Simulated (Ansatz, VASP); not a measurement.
**One calculation of NiO, two programs**

```
Ni O
1.0
     0.00000    1.74248    4.92683
    -1.50903   -0.87124    4.92683
     1.50903   -0.87124    4.92683
Ni O
2 2
Cartesian
  1.5090 0.8712 2.4634
  1.5090 0.8712 9.8537
  0.0000 0.0000 3.6951
  0.0000 0.0000 11.0854
```

Alike in both runs: task single point; functional PBE; k mesh 5 × 5 × 5; occupations gaussian, width 0.05 eV; collinear spin; Hubbard terms Ni d U = 6.2 eV.

```csv
,VASP,Ansatz
version,VASP 6.6.1,Ansatz 0.2.0
potentials or method,"VASP PAW PBE potentials, release 64 (Ni, O)","scalar-relativistic, plane waves, PAW"
plane-wave cutoff (eV),520,420
valence electrons in the cell,32,48
```

Ansatz gave:

```
gap on the k mesh at the Fermi level (eV)                     : 2.73
least direct gap on the mesh (eV)                             : 3.44
pressure (GPa)                                                : -2.1
largest component of the traceless stress (GPa)               : 0.13
net moment per atom (μB)                                      : 0.00
size of the moment on the site where the two differ most (μB) : 1.69
```

Q: What did VASP give for the same quantities?

A: gap on the k mesh at the Fermi level (eV): 2.99; least direct gap on the mesh (eV): 3.59; pressure (GPa): -9.7; largest component of the traceless stress (GPa): 0.09; net moment per atom (μB): 0.00; size of the moment on the site where the two differ most (μB): 1.76.

Site moments also hang on the region over which each program counts them. The programs project onto different local orbitals, so the same U acts differently. The two sets of potentials don't hold the same shells in valence.

Caveats: the k mesh is coarse (spacing up to 0.49 Å⁻¹), so the values aren't converged; an odd mesh through Γ misses points on the zone boundary, where band edges often lie. The state reached can hang on the start; a lower one may exist.
